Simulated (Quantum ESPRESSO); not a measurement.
## FePt (Tetraferroplatinum) under changes of volume

One of the cells (13.796 Å³/atom); the others are scaled copies at fixed shape and fractional positions:

```xyz
2
Lattice="2.7235 0.0000 0.0000 0.0000 2.7235 0.0000 0.0000 0.0000 3.7200" Properties=species:S:1:pos:R:3 pbc="T T T"
Pt    1.3618    1.3618    1.8600
Fe    0.0000    0.0000    0.0000
```

* Program: Quantum ESPRESSO 7.5
* Functional: LDA
* Potentials or basis: GBRV 1.5 LDA
* Cutoff: 762 eV
* Density cutoff: 6095 eV
* k mesh: 10 × 10 × 7
* Occupations: fermi-dirac, width 0.05 eV
* Spin: collinear spin, ferromagnetic start
* Starting moments: [0.0, 3.0] μB

```csv
volume (Å³/atom),energy over the lowest point (meV/atom),pressure (GPa),moment (μB per cell)
12.969,0.00,1.6,3.17
13.245,1.71,-3.8,3.19
13.521,12.26,-8.6,3.21
13.796,30.50,-12.7,3.24
14.072,?,?,?
14.348,85.86,-19.4,3.32
14.624,121.33,-22.1,3.36
```

Task: What does the run at 14.072 Å³/atom give?

Result: Energy over the lowest point 55.36 meV/atom; pressure -16.3 GPa; moment 3.28 μB per cell.

Worked out: A Birch-Murnaghan fit of order 3 (a polynomial in V^(-2/3)) to the other rows has its minimum at 13.06 Å³/atom with B0 = V·E''(V) = 269 GPa and B' = 5.8 at fixed shape and positions, which overstates the stiffness. It gives 55.32 meV/atom at 14.072 Å³/atom, against the run's 55.36, and -dE/dV = -16.2 GPa, against -16.3. A parabola through the other rows of the moment, of slope 0.136 μB per Å³/atom there, gives 3.28 μB, against the run's 3.28.

Energies are extrapolated to zero smearing.
